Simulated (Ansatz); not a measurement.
**Zirconium, hcp under m-r²SCAN: from relaxation to bulk modulus**

The plan for zirconium in the hcp structure: relax it, solve it on a dense k-mesh, then scale the cell to 7 volumes from 88 to 112 % of the relaxed one and try a fit of the equation of state. The start is ferromagnetic. The k-meshes are 11×11×6 for the relaxation; 18×18×10 for the dense run; 18×18×10 for the volumes. It starts from a deposited cell (COD).

Computed with Ansatz 0.2.0 (DFT m-r2SCAN, plane waves (500 eV) with PAW, scalar-relativistic; PAW files made under PBE, frozen cores solved again for the functional; m-r²SCAN is r²SCAN on the gauge-invariant kinetic-energy density, unless a step says otherwise).

## (1) The starting structure

The structure is hexagonal, space group P6_3/mmc (No. 194). Conventional cell: a = 3.232 Å, b = 3.232 Å, c = 5.147 Å, α = 90.00°, β = 90.00°, γ = 120.00°. Zr (site symmetry -6m2) is surrounded by 12 Zr at 3.18 to 3.23 Å.

As a file:

```
CELL_PARAMETERS angstrom
3.23200 0.00000 0.00000
-1.61600 2.79899 0.00000
0.00000 0.00000 5.14700
ATOMIC_POSITIONS crystal
Zr 0.33333 0.66667 0.25000
Zr 0.66667 0.33333 0.75000
```

Starting moments (μB): +1 ×2.

## (2) Relaxation of the cell

input.yaml

```yaml
crystal:
  lattice:
    - [3.2319982225, 0.0, 0.0]
    - [-1.6159991112, 2.7989925656, 0.0]
    - [0.0, 0.0, 5.147]
  atoms:
    - { symbol: Zr, position: [0.3333333333, 0.6666666667, 0.25], spin: 1.0 }
    - { symbol: Zr, position: [0.6666666667, 0.3333333333, 0.75], spin: 1.0 }
hamiltonian:
  xc: mr2scan
  pseudopotentials:
    kind: paw
    azcp:
      Zr: "pseudopotentials/Zr.paw.azcp"
basis:
  ecutwfc: 500
  fft_grid_basis: typed
kpoints:
  mp_grid: { grid: [11, 11, 6], shift: [0, 0, 0] }
magnetization:
  spin_polarized: true
scf:
  occupations: { method: fermi_dirac, width: 0.05 }
relax:
  max_steps: 60
  f_tol: 0.01
  cell: {}
```

The log of the run, shortened:

```text
Warning: RAYON_NUM_THREADS=4 ignored (pool sized by the plan → 4); use --threads N
[...]
Pseudopotentials: kind: paw
Pseudopotential: Zr, paw, valence charge 12, recommended cutoff 500 eV (meta_gga), <dir>
Functional definition: m-r2SCAN
[...]
Crystal: 2 atoms, lattice volume = 46.562 Å³
Basis set: ecut = 500 eV, 1165 PW (Γ), exchange–correlation on 96×96×160 points (64 copies of the dense FFT grid, shifted against one another)
Bands: 17, of which v1, the nominal top of the filled ones, is band 12 counted from 1 (11 counted from 0)
Symmetry: 24 space group operations
Space group: P63/mmc (ITA 194), of the structure as read, at distance tolerance 3.6e-5 Å
Magnetic group: BNS 194.263 (UNI 1493), of the structure as read, at distance tolerance 3.6e-5 Å
k-points: 64 of 726
[...]
Starting moments: Σ|m| = 2 μB on 2 of 2 sites
[...]
SCF iter   1: F=—  HF=-8389.707655 eV  |F-HF|=—  |Δ(HF+E_count)|=         —  Δρ=3.06e-2 (↑3.06e-2 ↓1.47e-2)  dr2=6.85e-1  dr2_τ=1.65e-2  dr2_m=1.25e-1  M=0.915 μB ∫|m|=0.915 μB  β_m=0.55  ethr=2.54e-3  ⟨swp⟩=2.0  Hψ=12840  notcnv=0
[...]
spin=Collinear: Kerker preconditioning applied to the charge; magnetization (m = ρ↑ − ρ↓) channel mixes plain (no charge-response kernel on spin).
[...]
WARN: the starting moments were not kept: the SCF closed with an absolute magnetisation of 5.8e-6 μB, where they sum to 2 μB in size (2 sites). That is at most 0.1 of that sum. Measured as dr2_m measures the in/out step, that magnetisation stands 3.3e-12 eV from none, at or under the [...]
SCF converged after 7 iterations
Stability not checked: this state was not tested for a lower state beside it, because the mixer in use, unlike msr1, does not test its closes by its own steps (another_mixer; see scf.mixing.algorithm and scf.lower_state_search)
Magnetization: -0.0000 μB (12.0000 up, 12.0000 down)
Absolute magnetization: 0.0000 μB (∫|ρ↑−ρ↓|, with the PAW one-centre terms)
Spin contamination: 0.0000 ħ² per cell (⟨S²⟩ above its minimum at these occupations)
Per-site moments (μB) at R_I (Å): [(-6.074521316480658e-9, 1.3135453880533858), (-6.074521443948613e-9, 1.3135453880533858)]
Free energy (F): -8390.050902 eV
[...]
E sigma→0 (E₀):  -8390.044096 eV
Entropy (-TS):   -0.013613 eV (-6.807 meV/atom)
Fermi energy:    13.917520 eV
[...]
--- Forces (eV/Å), atoms counted from 1 ---
  atom   1  Zr    -0.00000000    -0.00000000    -0.00000000
  atom   2  Zr     0.00000000     0.00000000     0.00000000
[...]
--- Stress (GPa, compression-positive) ---
        0.006386       0.000000       0.000000
        0.000000       0.006386      -0.000000
        0.000000      -0.000000      -0.029501
  P = ⅓ Tr σ = -0.0056 GPa (-0.056 kbar)
--- Relaxed structure (4 steps of the walk, 3 accepted, 1 SCFs on fresh bases) ---
  F+E_penalty+E_count = -8390.05090231 eV   max|allowed force component| = 4.395e-17 eV/Å   (the final SCF, on the basis selected at the relaxed cell)
  cell:  # Å, volume = 46.9717 Å³
    - [3.245440364814235, -2.8987523002915395e-11, -2.306966705050069e-34]
    - [-1.6227201823820134, 2.8106338024110578, 1.1534833525071895e-34]
    - [-3.673875049924667e-34, 0.0, 5.149423078154818]
  atoms:
    - { symbol: Zr, position: [0.33333333333333326, 0.6666666666666666, 0.25000000000000006] }
    - { symbol: Zr, position: [0.6666666666666667, 0.33333333333333337, 0.7500000000000002] }
```

Wall time 19 s (4 threads of an Arm CPU, shared host); peak memory 0.51 GiB.

Relaxation path:

```
step  energy change (meV/atom)  largest force (eV/Å)  pressure (GPa)  volume (Å³/atom)  accepted
   1                      0.00                0.0000            0.83            23.281       yes
   2                      0.36                0.0000           -0.95            23.724        no
   3                     -0.49                0.0000            0.04            23.473       yes
   4                     -0.49                0.0000           -0.01            23.486       yes
   5                     -0.60                0.0000           -0.01            23.486       yes
```

Steps that repeat a cell are solved on a basis chosen anew, so their changes of energy are no gain of the relaxation.

The cell of the run, before and after:

|  | before | after | change |
| --- | --- | --- | --- |
| a (Å) | 3.232 | 3.245 | +0.4 % |
| b (Å) | 3.232 | 3.245 | +0.4 % |
| c (Å) | 5.147 | 5.149 | +0.0 % |
| volume (Å³/atom) | 23.281 | 23.486 | +0.9 % |
| shortest distance (Å) | 3.179 | 3.184 | +0.2 % |
| space group (spins left aside) | P6_3/mmc | P6_3/mmc | same |

## (3) Dense single point

input.yaml

```yaml
crystal:
  lattice:
    - [3.2454403648, 0.0, 0.0]
    - [-1.6227201824, 2.8106338024, 0.0]
    - [0.0, 0.0, 5.1494230782]
  atoms:
    - { symbol: Zr, position: [0.3333333333, 0.6666666667, 0.25], spin: 1.0 }
    - { symbol: Zr, position: [0.6666666667, 0.3333333333, 0.75], spin: 1.0 }
hamiltonian:
  xc: mr2scan
  pseudopotentials:
    kind: paw
    azcp:
      Zr: "pseudopotentials/Zr.paw.azcp"
basis:
  ecutwfc: 500
  fft_grid_basis: typed
kpoints:
  mp_grid: { grid: [18, 18, 10], shift: [0, 0, 0] }
magnetization:
  spin_polarized: true
scf:
  occupations: { method: fermi_dirac, width: 0.05 }
```

The log of the run, shortened:

```text
Warning: RAYON_NUM_THREADS=4 ignored (pool sized by the plan → 4); use --threads N
[...]
[... 3 set-up lines as earlier in the session ...]
[...]
Crystal: 2 atoms, lattice volume = 46.972 Å³
Basis set: ecut = 500 eV, 1177 PW (Γ), exchange–correlation on 96×96×160 points (64 copies of the dense FFT grid, shifted against one another)
Bands: 17, of which v1, the nominal top of the filled ones, is band 12 counted from 1 (11 counted from 0)
[... 2 set-up lines as earlier in the session ...]
Magnetic group: BNS 194.263 (UNI 1493), of the structure as read, at distance tolerance 3.6e-5 Å
k-points: 222 of 3240
[...]
Starting moments: Σ|m| = 2 μB on 2 of 2 sites
[...]
SCF iter   1: F=—  HF=-8389.720027 eV  |F-HF|=—  |Δ(HF+E_count)|=         —  Δρ=3.03e-2 (↑3.03e-2 ↓1.44e-2)  dr2=6.87e-1  dr2_τ=1.62e-2  dr2_m=1.22e-1  M=0.933 μB ∫|m|=0.933 μB  β_m=0.56  ethr=2.57e-3  ⟨swp⟩=2.0  Hψ=44332  notcnv=0
[...]
SCF iter  13: F=-8390.052465 eV  HF=-8390.052465 eV  |F-HF|=4.91e-11  |Δ(HF+E_count)|=   1.59e-9  Δρ=1.68e-7 (↑1.68e-7 ↓1.64e-7)  dr2=9.68e-12  dr2_τ=5.85e-13  dr2_m=5.84e-12  M=-0.000 μB ∫|m|=0.000 μB  ethr=1.00e-12  ⟨swp⟩=1.0  Hψ=22657  notcnv=0
[...]
WARN: the starting moments were not kept: the SCF closed with an absolute magnetisation of 6.4e-6 μB, where they sum to 2 μB in size (2 sites). That is at most 0.1 of that sum. Measured as dr2_m measures the in/out step, that magnetisation stands 2.7e-12 eV from none, at or under the [...]
this state was not tested for a lower state beside it, because the mixer in use, unlike msr1, does not test its closes by its own steps (another_mixer; see scf.mixing.algorithm and scf.lower_state_search)
SCF converged after 13 iterations
Magnetization: -0.0000 μB (12.0000 up, 12.0000 down)
Absolute magnetization: 0.0000 μB (∫|ρ↑−ρ↓|, with the PAW one-centre terms)
Spin contamination: 0.0000 ħ² per cell (⟨S²⟩ above its minimum at these occupations)
Per-site moments (μB) at R_I (Å): [(-1.7013731078069313e-6, 1.3135453880602013), (-1.7013731078184838e-6, 1.3135453880602013)]
Free energy (F): -8390.052465 eV
[...]
E sigma→0 (E₀):  -8390.045743 eV
Entropy (-TS):   -0.013443 eV (-6.722 meV/atom)
Fermi energy:    13.915725 eV
[...]
```

Wall time 13 s (4 threads of an Arm CPU, shared host); peak memory 0.66 GiB.

## (4) Volume × 0.88

Changes to input.yaml since step 3:

```diff
@@ -2,5 +2,5 @@
   lattice:
-    - [3.2454403648, 0.0, 0.0]
-    - [-1.6227201824, 2.8106338024, 0.0]
-    - [0.0, 0.0, 5.1494230782]
+    - [3.1100534818, 0.0, 0.0]
+    - [-1.5550267409, 2.6933853224, 0.0]
+    - [0.0, 0.0, 4.9346095978]
   atoms:
@@ -23 +23,3 @@
   occupations: { method: fermi_dirac, width: 0.05 }
+output:
+  stress: true
```

The log of the run, shortened:

```text
Warning: RAYON_NUM_THREADS=4 ignored (pool sized by the plan → 4); use --threads N
[...]
[... 3 set-up lines as earlier in the session ...]
[...]
Crystal: 2 atoms, lattice volume = 41.335 Å³
Basis set: ecut = 500 eV, 1085 PW (Γ), exchange–correlation on 96×96×144 points (64 copies of the dense FFT grid, shifted against one another)
Bands: 17, of which v1, the nominal top of the filled ones, is band 12 counted from 1 (11 counted from 0)
[... 1 set-up line as earlier in the session ...]
Space group: P63/mmc (ITA 194), of the structure as read, at distance tolerance 3.5e-5 Å
Magnetic group: BNS 194.263 (UNI 1493), of the structure as read, at distance tolerance 3.5e-5 Å
k-points: 222 of 3240
[...]
Starting moments: Σ|m| = 2 μB on 2 of 2 sites
[...]
WARN: the starting moments were not kept: the SCF closed with an absolute magnetisation of 7.2e-6 μB, where they sum to 2 μB in size (2 sites). That is at most 0.1 of that sum. Measured as dr2_m measures the in/out step, that magnetisation stands 5.5e-12 eV from none, at or under the [...]
this state was not tested for a lower state beside it, because the mixer in use, unlike msr1, does not test its closes by its own steps (another_mixer; see scf.mixing.algorithm and scf.lower_state_search)
SCF converged after 14 iterations
Magnetization: -0.0000 μB (12.0000 up, 12.0000 down)
Absolute magnetization: 0.0000 μB (∫|ρ↑−ρ↓|, with the PAW one-centre terms)
Spin contamination: 0.0000 ħ² per cell (⟨S²⟩ above its minimum at these occupations)
Per-site moments (μB) at R_I (Å): [(-9.985359607949741e-8, 1.258749491097417), (-9.985359618842149e-8, 1.258749491097417)]
Free energy (F): -8389.809658 eV
[...]
E sigma→0 (E₀):  -8389.802714 eV
Entropy (-TS):   -0.013887 eV (-6.944 meV/atom)
Fermi energy:    16.104211 eV
[...]
--- Stress (GPa, compression-positive) ---
       14.591624       0.000000       0.000000
       -0.000000      14.591624       0.000000
        0.000000       0.000000      15.666631
  P = ⅓ Tr σ = 14.9500 GPa (149.500 kbar)
```

Wall time 12 s (4 threads of an Arm CPU, shared host); peak memory 0.64 GiB.

## (5) Volume × 0.92

Changes to input.yaml since step 4:

```diff
@@ -2,5 +2,5 @@
   lattice:
-    - [3.1100534818, 0.0, 0.0]
-    - [-1.5550267409, 2.6933853224, 0.0]
-    - [0.0, 0.0, 4.9346095978]
+    - [3.156479035, 0.0, 0.0]
+    - [-1.5782395175, 2.7335910308, 0.0]
+    - [0.0, 0.0, 5.0082713473]
   atoms:
```

The log of the run, shortened:

```text
Warning: RAYON_NUM_THREADS=4 ignored (pool sized by the plan → 4); use --threads N
[...]
[... 3 set-up lines as earlier in the session ...]
[...]
Crystal: 2 atoms, lattice volume = 43.214 Å³
Basis set: ecut = 500 eV, 1087 PW (Γ), exchange–correlation on 96×96×160 points (64 copies of the dense FFT grid, shifted against one another)
Bands: 17, of which v1, the nominal top of the filled ones, is band 12 counted from 1 (11 counted from 0)
[... 2 set-up lines as earlier in the session ...]
Magnetic group: BNS 194.263 (UNI 1493), of the structure as read, at distance tolerance 3.5e-5 Å
k-points: 222 of 3240
[...]
Starting moments: Σ|m| = 2 μB on 2 of 2 sites
[...]
WARN: the starting moments were not kept: the SCF closed with an absolute magnetisation of 8.3e-6 μB, where they sum to 2 μB in size (2 sites). That is at most 0.1 of that sum. Measured as dr2_m measures the in/out step, that magnetisation stands 5.2e-12 eV from none, at or under the [...]
this state was not tested for a lower state beside it, because the mixer in use, unlike msr1, does not test its closes by its own steps (another_mixer; see scf.mixing.algorithm and scf.lower_state_search)
SCF converged after 13 iterations
Magnetization: -0.0000 μB (12.0000 up, 12.0000 down)
Absolute magnetization: 0.0000 μB (∫|ρ↑−ρ↓|, with the PAW one-centre terms)
Spin contamination: 0.0000 ħ² per cell (⟨S²⟩ above its minimum at these occupations)
Per-site moments (μB) at R_I (Å): [(-2.5216604189372916e-6, 1.2775395671554486), (-2.521660418870704e-6, 1.2775395671554486)]
Free energy (F): -8389.949992 eV
[...]
E sigma→0 (E₀):  -8389.942971 eV
Entropy (-TS):   -0.014043 eV (-7.021 meV/atom)
Fermi energy:    15.313575 eV
[...]
--- Stress (GPa, compression-positive) ---
        8.959077      -0.000000       0.000000
        0.000000       8.959077       0.000000
        0.000000       0.000000       9.524280
  P = ⅓ Tr σ = 9.1475 GPa (91.475 kbar)
```

Run time: 12 s. Hardware: 4 threads of an Arm CPU, shared host; peak memory 0.67 GiB.

## (6) Volume × 0.96

Changes to input.yaml since step 5:

```diff
@@ -2,5 +2,5 @@
   lattice:
-    - [3.156479035, 0.0, 0.0]
-    - [-1.5782395175, 2.7335910308, 0.0]
-    - [0.0, 0.0, 5.0082713473]
+    - [3.2015776857, 0.0, 0.0]
+    - [-1.6007888428, 2.772647608, 0.0]
+    - [0.0, 0.0, 5.0798277485]
   atoms:
```

The log of the run, shortened:

```text
Warning: RAYON_NUM_THREADS=4 ignored (pool sized by the plan → 4); use --threads N
[...]
[... 3 set-up lines as earlier in the session ...]
[...]
Crystal: 2 atoms, lattice volume = 45.093 Å³
Basis set: ecut = 500 eV, 1117 PW (Γ), exchange–correlation on 96×96×160 points (64 copies of the dense FFT grid, shifted against one another)
Bands: 17, of which v1, the nominal top of the filled ones, is band 12 counted from 1 (11 counted from 0)
[... 2 set-up lines as earlier in the session ...]
Magnetic group: BNS 194.263 (UNI 1493), of the structure as read, at distance tolerance 3.6e-5 Å
k-points: 222 of 3240
[...]
Starting moments: Σ|m| = 2 μB on 2 of 2 sites
[...]
WARN: the starting moments were not kept: the SCF closed with an absolute magnetisation of 2.8e-6 μB, where they sum to 2 μB in size (2 sites). That is at most 0.1 of that sum. Measured as dr2_m measures the in/out step, that magnetisation stands 7.2e-13 eV from none, at or under the [...]
this state was not tested for a lower state beside it, because the mixer in use, unlike msr1, does not test its closes by its own steps (another_mixer; see scf.mixing.algorithm and scf.lower_state_search)
SCF converged after 13 iterations
Magnetization: 0.0000 μB (12.0000 up, 12.0000 down)
Absolute magnetization: 0.0000 μB (∫|ρ↑−ρ↓|, with the PAW one-centre terms)
Spin contamination: 0.0000 ħ² per cell (⟨S²⟩ above its minimum at these occupations)
Per-site moments (μB) at R_I (Å): [(3.5588243137016453e-7, 1.2957925984849072), (3.558824311745114e-7, 1.2957925984849072)]
Free energy (F): -8390.027724 eV
[...]
E sigma→0 (E₀):  -8390.020822 eV
Entropy (-TS):   -0.013802 eV (-6.901 meV/atom)
Fermi energy:    14.586302 eV
[...]
--- Stress (GPa, compression-positive) ---
        4.148382       0.000000       0.000000
        0.000000       4.148382       0.000000
        0.000000       0.000000       4.439484
  P = ⅓ Tr σ = 4.2454 GPa (42.454 kbar)
```

Run time: 15 s. Hardware: 4 threads of an Arm CPU, shared host; peak memory 0.68 GiB.

## (7) Volume × 1.0

Changes to input.yaml since step 6:

```diff
@@ -2,5 +2,5 @@
   lattice:
-    - [3.2015776857, 0.0, 0.0]
-    - [-1.6007888428, 2.772647608, 0.0]
-    - [0.0, 0.0, 5.0798277485]
+    - [3.2454403648, 0.0, 0.0]
+    - [-1.6227201824, 2.8106338024, 0.0]
+    - [0.0, 0.0, 5.1494230782]
   atoms:
```

The log of the run, shortened:

```text
Warning: RAYON_NUM_THREADS=4 ignored (pool sized by the plan → 4); use --threads N
[...]
[... 3 set-up lines as earlier in the session ...]
[...]
Crystal: 2 atoms, lattice volume = 46.972 Å³
Basis set: ecut = 500 eV, 1177 PW (Γ), exchange–correlation on 96×96×160 points (64 copies of the dense FFT grid, shifted against one another)
Bands: 17, of which v1, the nominal top of the filled ones, is band 12 counted from 1 (11 counted from 0)
[... 2 set-up lines as earlier in the session ...]
Magnetic group: BNS 194.263 (UNI 1493), of the structure as read, at distance tolerance 3.6e-5 Å
k-points: 222 of 3240
[...]
Starting moments: Σ|m| = 2 μB on 2 of 2 sites
[...]
WARN: the starting moments were not kept: the SCF closed with an absolute magnetisation of 6.4e-6 μB, where they sum to 2 μB in size (2 sites). That is at most 0.1 of that sum. Measured as dr2_m measures the in/out step, that magnetisation stands 2.7e-12 eV from none, at or under the [...]
this state was not tested for a lower state beside it, because the mixer in use, unlike msr1, does not test its closes by its own steps (another_mixer; see scf.mixing.algorithm and scf.lower_state_search)
SCF converged after 13 iterations
Magnetization: -0.0000 μB (12.0000 up, 12.0000 down)
Absolute magnetization: 0.0000 μB (∫|ρ↑−ρ↓|, with the PAW one-centre terms)
Spin contamination: 0.0000 ħ² per cell (⟨S²⟩ above its minimum at these occupations)
Per-site moments (μB) at R_I (Å): [(-1.7013731078069313e-6, 1.3135453880602013), (-1.7013731078184838e-6, 1.3135453880602013)]
Free energy (F): -8390.052465 eV
[...]
E sigma→0 (E₀):  -8390.045743 eV
Entropy (-TS):   -0.013443 eV (-6.722 meV/atom)
Fermi energy:    13.915725 eV
[...]
--- Stress (GPa, compression-positive) ---
        0.050283      -0.000000       0.000000
        0.000000       0.050283       0.000000
        0.000000       0.000000       0.161750
  P = ⅓ Tr σ = 0.0874 GPa (0.874 kbar)
```

It took 14 s on 4 threads of an Arm CPU, shared host; peak memory 0.7 GiB.

## (8) Volume × 1.04

Changes to input.yaml since step 7:

```diff
@@ -2,5 +2,5 @@
   lattice:
-    - [3.2454403648, 0.0, 0.0]
-    - [-1.6227201824, 2.8106338024, 0.0]
-    - [0.0, 0.0, 5.1494230782]
+    - [3.2881484251, 0.0, 0.0]
+    - [-1.6440742125, 2.8476200676, 0.0]
+    - [0.0, 0.0, 5.2171864159]
   atoms:
```

The log of the run, shortened:

```text
Warning: RAYON_NUM_THREADS=4 ignored (pool sized by the plan → 4); use --threads N
[...]
[... 3 set-up lines as earlier in the session ...]
[...]
Crystal: 2 atoms, lattice volume = 48.851 Å³
Basis set: ecut = 500 eV, 1225 PW (Γ), exchange–correlation on 96×96×160 points (64 copies of the dense FFT grid, shifted against one another)
Bands: 17, of which v1, the nominal top of the filled ones, is band 12 counted from 1 (11 counted from 0)
[... 1 set-up line as earlier in the session ...]
Space group: P63/mmc (ITA 194), of the structure as read, at distance tolerance 3.7e-5 Å
Magnetic group: BNS 194.263 (UNI 1493), of the structure as read, at distance tolerance 3.7e-5 Å
k-points: 222 of 3240
[...]
Starting moments: Σ|m| = 2 μB on 2 of 2 sites
[...]
WARN: the starting moments were not kept: the SCF closed with an absolute magnetisation of 2.2e-6 μB, where they sum to 2 μB in size (2 sites). That is at most 0.1 of that sum. Measured as dr2_m measures the in/out step, that magnetisation stands 5.4e-13 eV from none, at or under the [...]
this state was not tested for a lower state beside it, because the mixer in use, unlike msr1, does not test its closes by its own steps (another_mixer; see scf.mixing.algorithm and scf.lower_state_search)
SCF converged after 16 iterations
Magnetization: -0.0000 μB (12.0000 up, 12.0000 down)
Absolute magnetization: 0.0000 μB (∫|ρ↑−ρ↓|, with the PAW one-centre terms)
Spin contamination: 0.0000 ħ² per cell (⟨S²⟩ above its minimum at these occupations)
Per-site moments (μB) at R_I (Å): [(-3.632532885424245e-7, 1.3308308622511762), (-3.6325328867161416e-7, 1.3308308622511762)]
Free energy (F): -8390.032249 eV
[...]
E sigma→0 (E₀):  -8390.025601 eV
Entropy (-TS):   -0.013296 eV (-6.648 meV/atom)
Fermi energy:    13.294969 eV
[...]
--- Stress (GPa, compression-positive) ---
       -3.428782       0.000000       0.000000
        0.000000      -3.428782       0.000000
        0.000000       0.000000      -3.456395
  P = ⅓ Tr σ = -3.4380 GPa (-34.380 kbar)
```

Wall time 18 s (4 threads of an Arm CPU, shared host); peak memory 0.7 GiB.

(Part 1 of 2 ends here.)
